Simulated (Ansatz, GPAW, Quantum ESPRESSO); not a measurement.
# Simulated XPS, UPS and emission spectra of NaH, part 4 of 8

What would valence photoemission of NaH look like, and what sets its shape?

Ansatz 0.2.0, Quantum ESPRESSO 7.5 and GPAW 26.7.0; DFT, LDA, plane-wave PAW, default files, scalar-relativistic (the session's first sound run).

So far. Step 3 (With PBEsol): At this level the gap is 3.52 eV on the path. Step 4 (Quantum ESPRESSO: self-consistent run): At this level the gap is 3.37 eV on the k-mesh of the self-consistent run, which can miss the band edges.

## (6) Projected DOS and spectra

Level of this step: DFT, LDA, plane waves, ultrasoft GBRV pseudopotentials, scalar-relativistic (Quantum ESPRESSO).

projwfc.x splits the states by atom and shell, which the spectra need, since each shell has its own cross section.

projwfc.in reads:

```
&projwfc
  prefix = 'pes'
  outdir = './tmp'
  filpdos = 'pes'
  ngauss = 0
  degauss = 0.00735
  DeltaE = 0.05
  Emin = -28.15
  Emax = 13.85
/
```

On the command line:

```sh
OMP_NUM_THREADS=1 mpirun -n 4 projwfc.x -nk 4 -in projwfc.in > projwfc.out
```

What it wrote:

```text
[banner, memory and clock lines left out]
Program PROJWFC v.7.5 starts

          URL

     ./tmp/pes.save/

     IMPORTANT: XC functional enforced from input :
     Exchange-correlation= PZ
                           (   1   1   0   0   0   0   0)
     Any further DFT definition will be discarded
     Please, verify this is what you really want

     G-vector sticks info

     Gaussian broadening (read from input): ngauss,degauss=   0    0.007350

     Calling projwave ....

  Problem Sizes
  natomwfc =            6
  nbnd     =           13
  nkstot   =          256
  npwx     =          871
  nkb      =           15

     Atomic states used for projection
     (read from pseudopotential files):

     state #   1: atom   1 (Na ), wfc  1 (l=0 m= 1)
     state #   2: atom   1 (Na ), wfc  2 (l=1 m= 1)
     state #   3: atom   1 (Na ), wfc  2 (l=1 m= 2)
     state #   4: atom   1 (Na ), wfc  2 (l=1 m= 3)
     state #   5: atom   1 (Na ), wfc  3 (l=0 m= 1)
     state #   6: atom   2 (H  ), wfc  1 (l=0 m= 1)

 k =   0.0000000000  0.0000000000  0.0000000000
==== e(   1) =   -49.39288 eV ====
     psi = 0.966*[#   1]+0.030*[#   5]+0.004*[#   6]
    |psi|^2 = 1.000
==== e(   2) =   -21.86092 eV ====
     psi = 0.333*[#   2]+0.333*[#   3]+0.333*[#   4]
    |psi|^2 = 1.000
==== e(   3) =   -21.86092 eV ====
     psi = 0.333*[#   2]+0.333*[#   3]+0.333*[#   4]
    |psi|^2 = 1.000
==== e(   4) =   -21.86092 eV ====
     psi = 0.333*[#   2]+0.333*[#   3]+0.333*[#   4]
    |psi|^2 = 1.000
==== e(   5) =    -3.32533 eV ====
     psi = 0.633*[#   5]+0.335*[#   6]+0.032*[#   1]
    |psi|^2 = 1.000
==== e(   6) =    10.50591 eV ====
     psi = 0.653*[#   6]+0.331*[#   5]+0.002*[#   1]
    |psi|^2 = 0.986
==== e(   7) =    15.35723 eV ====

    |psi|^2 = 0.000
==== e(   8) =    15.35723 eV ====

    |psi|^2 = 0.000
==== e(   9) =    15.35723 eV ====

    |psi|^2 = 0.000
==== e(  10) =    16.30642 eV ====

    |psi|^2 = 0.000
==== e(  11) =    16.30642 eV ====

    |psi|^2 = 0.000
==== e(  12) =    16.30642 eV ====

    |psi|^2 = 0.000
==== e(  13) =    17.34652 eV ====

    |psi|^2 = 0.000

 k =   0.0353553391  0.0353553391 -0.0353553391
==== e(   1) =   -49.39272 eV ====
     psi = 0.967*[#   1]+0.029*[#   5]+0.004*[#   6]
    |psi|^2 = 1.000
==== e(   2) =   -21.86311 eV ====
     psi = 0.333*[#   2]+0.333*[#   3]+0.333*[#   4]
    |psi|^2 = 1.000
==== e(   3) =   -21.86118 eV ====
     psi = 0.333*[#   2]+0.333*[#   3]+0.333*[#   4]
    |psi|^2 = 1.000
[...]
psi = 0.333*[#   2]+0.333*[#   3]+0.333*[#   4]
[...]
psi = 0.629*[#   5]+0.339*[#   6]+0.031*[#   1]
[...]
psi = 0.642*[#   6]+0.332*[#   5]+0.002*[#   1]
[...]
psi = 0.003*[#   6]+0.002*[#   5]
[...]
psi = 0.003*[#   6]+0.001*[#   5]
[...]
k =   0.0707106781  0.0707106781 -0.0707106781
[...]
psi = 0.969*[#   1]+0.027*[#   5]+0.004*[#   6]
[...]
psi = 0.333*[#   2]+0.333*[#   3]+0.333*[#   4]
[...]
psi = 0.333*[#   2]+0.333*[#   3]+0.333*[#   4]
[...]
psi = 0.333*[#   2]+0.333*[#   3]+0.333*[#   4]
[...]
psi = 0.023*[#   6]+0.012*[#   5]
[...]
psi = 0.006*[#   6]+0.004*[#   5]
[...]
psi = 0.001*[#   6]
[...]
k =   0.1060660172  0.1060660172 -0.1060660172
[...]
psi = 0.332*[#   2]+0.332*[#   3]+0.332*[#   4]+0.002*[#   5]
[...]
psi = 0.066*[#   6]+0.040*[#   5]
[...]
psi = 0.008*[#   6]+0.005*[#   5]
[...]
k =   0.1414213562  0.1414213562 -0.1414213562
[...]
psi = 0.332*[#   2]+0.332*[#   3]+0.332*[#   4]+0.003*[#   5]+0.001*[#   6]

[...]
psi = 0.565*[#   5]+0.411*[#   6]+0.020*[#   1]+0.001*[#   2]+0.001*[#   3]
          +0.001*[#   4]
[...]
psi = 0.109*[#   6]+0.074*[#   5]
[...]
psi = 0.008*[#   6]+0.005*[#   5]
[...]
k =   0.1767766953  0.1767766953 -0.1767766953
[...]
psi = 0.331*[#   2]+0.331*[#   3]+0.331*[#   4]+0.004*[#   5]+0.002*[#   6]

[...]
psi = 0.518*[#   5]+0.461*[#   6]+0.014*[#   1]+0.002*[#   2]+0.002*[#   3]
          +0.002*[#   4]
[...]
psi = 0.389*[#   6]+0.350*[#   5]
[...]
psi = 0.127*[#   6]+0.102*[#   5]
[...]
psi = 0.005*[#   6]+0.003*[#   5]
[...]
k =   0.2121320344  0.2121320344 -0.2121320344
[...]
psi = 0.331*[#   2]+0.331*[#   3]+0.331*[#   4]+0.004*[#   5]+0.003*[#   6]

[...]
psi = 0.531*[#   6]+0.453*[#   5]+0.009*[#   1]+0.002*[#   2]+0.002*[#   3]
          +0.002*[#   4]
[...]
psi = 0.405*[#   5]+0.330*[#   6]
[...]
psi = 0.120*[#   6]+0.118*[#   5]
[...]
psi = 0.002*[#   6]
[...]
k =   0.2474873734  0.2474873734 -0.2474873734
[...]
psi = 0.996*[#   1]+0.003*[#   6]
[...]
psi = 0.331*[#   2]+0.331*[#   3]+0.331*[#   4]+0.004*[#   6]+0.003*[#   5]

[...]
psi = 0.626*[#   6]+0.360*[#   5]+0.004*[#   1]+0.003*[#   2]+0.003*[#   3]
          +0.003*[#   4]
[...]
psi = 0.505*[#   5]+0.262*[#   6]
[...]
psi = 0.115*[#   5]+0.096*[#   6]
[...]
k =   0.2828427125  0.2828427125 -0.2828427125
[...]
psi = 0.331*[#   2]+0.331*[#   3]+0.331*[#   4]+0.005*[#   6]+0.002*[#   5]

[...]
psi = 0.751*[#   6]+0.231*[#   5]+0.002*[#   2]+0.002*[#   3]+0.002*[#   4]
          +0.001*[#   1]
[...]
psi = 0.003*[#   5]
[...]
k =   0.3181980515  0.3181980515 -0.3181980515
[...]
psi = 0.331*[#   2]+0.331*[#   3]+0.331*[#   4]+0.006*[#   6]
[...]
psi = 0.891*[#   6]+0.080*[#   5]+0.002*[#   2]+0.002*[#   3]+0.002*[#   4]

[...]
psi = 0.008*[#   5]
[...]
k =  -0.3535533906 -0.3535533906  0.3535533906
[...]
psi = 0.331*[#   2]+0.331*[#   3]+0.331*[#   4]+0.007*[#   6]
[...]
psi = 0.962*[#   6]+0.002*[#   2]+0.002*[#   3]+0.002*[#   4]
[...]
psi = 0.028*[#   6]
[...]
psi = 0.011*[#   5]
[...]
k =   0.0707106781 -0.0000000000  0.0000000000
[...]
k =   0.1060660172  0.0353553391 -0.0353553391
[...]
k =   0.1414213562  0.0707106781 -0.0707106781
[...]
psi = 0.333*[#   2]+0.333*[#   3]+0.333*[#   4]+0.002*[#   5]
[...]
psi = 0.001*[#   6]
[...]
k =   0.1767766953  0.1060660172 -0.1060660172
[...]
psi = 0.332*[#   2]+0.332*[#   3]+0.332*[#   4]+0.003*[#   5]+0.001*[#   6]

[...]
psi = 0.573*[#   5]+0.402*[#   6]+0.021*[#   1]+0.001*[#   2]+0.001*[#   3]
          +0.001*[#   4]
[...]
psi = 0.002*[#   6]
[...]
k =   0.2121320344  0.1414213562 -0.1414213562
[...]
psi = 0.332*[#   2]+0.332*[#   3]+0.332*[#   4]+0.004*[#   5]+0.002*[#   6]

[...]
psi = 0.531*[#   5]+0.447*[#   6]+0.016*[#   1]+0.002*[#   2]+0.002*[#   3]
          +0.002*[#   4]
[...]
psi = 0.331*[#   2]+0.331*[#   3]+0.331*[#   4]+0.004*[#   5]+0.003*[#   6]

[...]
+0.002*[#   4]
[...]
+0.002*[#   4]
[...]
psi = 0.001*[#   5]
[...]
+0.002*[#   1]
[...]
psi = 0.002*[#   5]
[...]
psi = 0.001*[#   5]
[...]
psi = 0.004*[#   5]
[...]
psi = 0.004*[#   5]
[...]
psi = 0.001*[#   5]
[...]
psi = 0.331*[#   2]+0.331*[#   3]+0.331*[#   4]+0.006*[#   6]
[...]
psi = 0.007*[#   5]
[...]
psi = 0.007*[#   5]
[...]
psi = 0.331*[#   2]+0.331*[#   3]+0.331*[#   4]+0.006*[#   6]
[...]
+0.002*[#   4]
[...]
+0.002*[#   4]
[...]
+0.002*[#   4]
[...]
+0.002*[#   4]
[...]
psi = 0.332*[#   2]+0.332*[#   3]+0.332*[#   4]+0.002*[#   5]
[...]
+0.001*[#   4]
[...]
psi = 0.333*[#   2]+0.333*[#   3]+0.333*[#   4]+0.001*[#   5]
[...]
psi = 0.333*[#   2]+0.333*[#   3]+0.333*[#   4]+0.001*[#   5]
[...]
psi = 0.332*[#   2]+0.332*[#   3]+0.332*[#   4]+0.002*[#   5]
[...]
psi = 0.332*[#   2]+0.332*[#   3]+0.332*[#   4]+0.003*[#   5]
[...]
+0.001*[#   4]
[...]
psi = 0.331*[#   2]+0.331*[#   3]+0.331*[#   4]+0.006*[#   6]
[...]
psi = 0.331*[#   2]+0.331*[#   3]+0.331*[#   4]+0.006*[#   6]
[...]
psi = 0.332*[#   2]+0.332*[#   3]+0.332*[#   4]+0.002*[#   5]
[...]
psi = 0.332*[#   2]+0.332*[#   3]+0.332*[#   4]+0.002*[#   5]
[...]
psi = 0.331*[#   2]+0.331*[#   3]+0.331*[#   4]+0.005*[#   6]
[...]
psi = 0.332*[#   2]+0.332*[#   3]+0.332*[#   4]+0.004*[#   6]
[...]
psi = 0.332*[#   2]+0.332*[#   3]+0.332*[#   4]+0.004*[#   6]
[...]
psi = 0.332*[#   2]+0.332*[#   3]+0.332*[#   4]+0.004*[#   6]
[...]
+0.002*[#   4]
[...]
psi = 0.331*[#   2]+0.331*[#   3]+
[... cut ...]
) =    21.36381 eV ====
[...]
psi = 0.333*[#   2]+0.333*[#   3]+0.333*[#   4]+0.002*[#   6]
[...]
+0.002*[#   4]
[...]
+0.002*[#   4]
[...]
+0.002*[#   4]
[...]
k =   0.3889087297  0.2474873734 -0.1060660172
[...]
+0.002*[#   1]
[...]
k =  -0.2828427125 -0.4242640687  0.5656854249
[...]
k =  -0.2474873734 -0.3889087297  0.5303300859
[...]
psi = 0.332*[#   2]+0.332*[#   3]+0.332*[#   4]+0.005*[#   6]
[...]
psi = 0.909*[#   6]+0.062*[#   5]+0.002*[#   2]+0.002*[#   3]+0.002*[#   4]

[...]
k =  -0.2121320344 -0.3535533906  0.4949747468
[...]
psi = 0.332*[#   2]+0.332*[#   3]+0.332*[#   4]+0.005*[#   6]
[...]
psi = 0.963*[#   6]+0.002*[#   2]+0.002*[#   3]+0.002*[#   4]
[...]
psi = 0.007*[#   6]
[...]
psi = 0.023*[#   5]
[...]
psi = 0.002*[#   6]
[...]
k =   0.3535533906  0.1414213562  0.0000000000
[...]
psi = 0.331*[#   2]+0.331*[#   3]+0.331*[#   4]+0.004*[#   5]+0.002*[#   6]

[...]
psi = 0.333*[#   2]+0.333*[#   3]+0.333*[#   4]
[...]
psi = 0.333*[#   2]+0.333*[#   3]+0.333*[#   4]
[...]
psi = 0.538*[#   6]+0.447*[#   5]+0.008*[#   1]+0.002*[#   2]+0.002*[#   3]
          +0.002*[#   4]
[...]
psi = 0.002*[#   6]
[...]
k =   0.3889087297  0.1767766953 -0.0353553391
[...]
psi = 0.995*[#   1]+0.004*[#   6]+0.001*[#   5]
[...]
psi = 0.331*[#   2]+0.331*[#   3]+0.331*[#   4]+0.004*[#   5]+0.002*[#   6]

[...]
psi = 0.333*[#   2]+0.333*[#   3]+0.333*[#   4]
[...]
psi = 0.333*[#   2]+0.333*[#   3]+0.333*[#   4]
[...]
psi = 0.603*[#   6]+0.384*[#   5]+0.004*[#   1]+0.002*[#   2]+0.002*[#   3]
          +0.002*[#   4]
[...]
psi = 0.001*[#   5]
[...]
psi = 0.038*[#   5]+0.026*[#   6]
[...]
psi = 0.001*[#   6]
[...]
psi = 0.005*[#   5]+0.004*[#   6]
[...]
k =   0.4242640687  0.2121320344 -0.0707106781
[...]
psi = 0.997*[#   1]+0.003*[#   6]
[...]
psi = 0.331*[#   2]+0.331*[#   3]+0.331*[#   4]+0.003*[#   5]+0.003*[#   6]

[...]
psi = 0.333*[#   2]+0.333*[#   3]+0.333*[#   4]
[...]
psi = 0.333*[#   2]+0.333*[#   3]+0.333*[#   4]
[...]
psi = 0.685*[#   6]+0.302*[#   5]+0.002*[#   2]+0.002*[#   3]+0.002*[#   4]
          +0.002*[#   1]
[...]
psi = 0.581*[#   5]+0.248*[#   6]
[...]
psi = 0.029*[#   5]+0.021*[#   6]
[...]
psi = 0.011*[#   5]
    |psi|^2 = 0.011
==== e(   9) =    14.33934 eV ====
     psi = 0.040*[#   5]+0.017*[#   6]
    |psi|^2 = 0.057
==== e(  10) =    15.87555 eV ====
     psi = 0.018*[#   5]+0.014*[#   6]
    |psi|^2 = 0.032
==== e(  11) =    17.84820 eV ====
     psi = 0.002*[#   5]
    |psi|^2 = 0.002
==== e(  12) =    20.25222 eV ====
     psi = 0.004*[#   5]+0.003*[#   6]
    |psi|^2 = 0.007
==== e(  13) =    22.55625 eV ====

    |psi|^2 = 0.002

 k =  -0.2474873734 -0.4596194078  0.6010407640
==== e(   1) =   -49.38606 eV ====
     psi = 0.996*[#   1]+0.002*[#   5]+0.002*[#   6]
    |psi|^2 = 1.000
==== e(   2) =   -21.93004 eV ====
     psi = 0.331*[#   2]+0.331*[#   3]+0.331*[#   4]+0.003*[#   6]+0.002*[#   5]

    |psi|^2 = 1.000
==== e(   3) =   -21.88996 eV ====
     psi = 0.333*[#   2]+0.333*
```

Elapsed: 1.4 s, on 4 MPI ranks of Intel Xeon Platinum 8488C (Sapphire Rapids), shared host; 4 s of CPU time.

This step gave:

```
gap from the DOS mesh                          : 3.362 eV
share of occupied states in no projected shell : 0.003 of the occupied states in the window
```

(Part 4 of 8 ends here.)

[Logs are printed without paths, hosts, clocks, repeated set-up lines and the standing remarks that a program may print on its own settings, such as how far it seeks lower states.]

[Hosts, paths, dates, database ids (printed as entryN), source tags and the programs' standing remarks are cut or masked in the printed files.]

[Maps of the electrostatic potential energy from Ansatz leave out the sawtooth potential of an applied field or a dipole correction, so their vacuum need not be flat; work functions include it.]

[Peak lists hold at most the 14 tallest peaks of each spectrum; further lines can be left out.]
